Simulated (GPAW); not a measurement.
Here is a GPAW 26.7.0 calculation.

File run.py:

```python
from ase import Atoms
from ase.filters import FrechetCellFilter
from ase.io import write
from ase.optimize import BFGS
from gpaw import GPAW, PW, setup_paths

setup_paths.insert(0, '.')

atoms = Atoms(['Ge', 'Mg', 'Mg', 'Mg', 'Mg', 'Mg'],
              cell=[[0.0, 4.096763, 4.096763],
                    [4.096763, 0.0, 4.096763],
                    [4.096763, 4.096763, 0.0]],
              scaled_positions=[[0.0, 0.0, 0.0],
                                [0.625165, 0.124505, 0.625165],
                                [0.625165, 0.625165, 0.124505],
                                [0.625165, 0.625165, 0.625165],
                                [0.124505, 0.625165, 0.625165],
                                [0.25, 0.25, 0.25]],
              pbc=True)

calc = GPAW(mode=PW(800),
            xc='PBEsol',
            kpts={'size': (4, 4, 4), 'gamma': True},
            occupations={'name': 'fermi-dirac', 'width': 0.05},
            nbands=44,
            convergence={'density': 1e-05, 'forces': 0.0001},
            maxiter=150,
            txt='gpaw.txt')
atoms.calc = calc
opt = BFGS(FrechetCellFilter(atoms), trajectory='relax.traj', logfile='-')
done = opt.run(fmax=0.02, steps=60)
calc.write('gs.gpw')
write('result.traj', atoms)
print('Converged:', done)
print('Cell:', atoms.cell.cellpar().round(4))
print('Volume:', round(atoms.get_volume(), 4))
print(atoms.get_scaled_positions().round(5))
```

Potentials or basis: PAW data sets generated in the run's folder for this functional, pw.

Command:

```sh
$ gpaw-setup -f PBEsol Ge Mg
$ OMP_NUM_THREADS=1 python run.py
```

Predict the relaxed volume.

22.54 Å³/atom.

What does it give for the relaxed cell?

a = 5.761 Å, b = 5.761 Å, c = 5.761 Å, α = 60.00°, β = 60.00°, γ = 60.00°.

Estimate the band gap on the k mesh.

none (metal or under the smearing width).

The path:
| step | energy change (eV) | largest force (eV/Å) | pressure (GPa) | volume (Å³) |
| --- | --- | --- | --- | --- |
| 1 | 0.0000 | 0.0129 | -0.62 | 137.52 |
| 2 | -0.0003 | 0.0103 | -0.60 | 137.43 |
| 3 | -0.0039 | 0.0419 | -0.05 | 135.43 |
| 4 | -0.0039 | 0.0350 | -0.04 | 135.37 |
| 5 | -0.0041 | 0.0001 | 0.00 | 135.22 |

Caveat: later steps reuse the first step's grids.
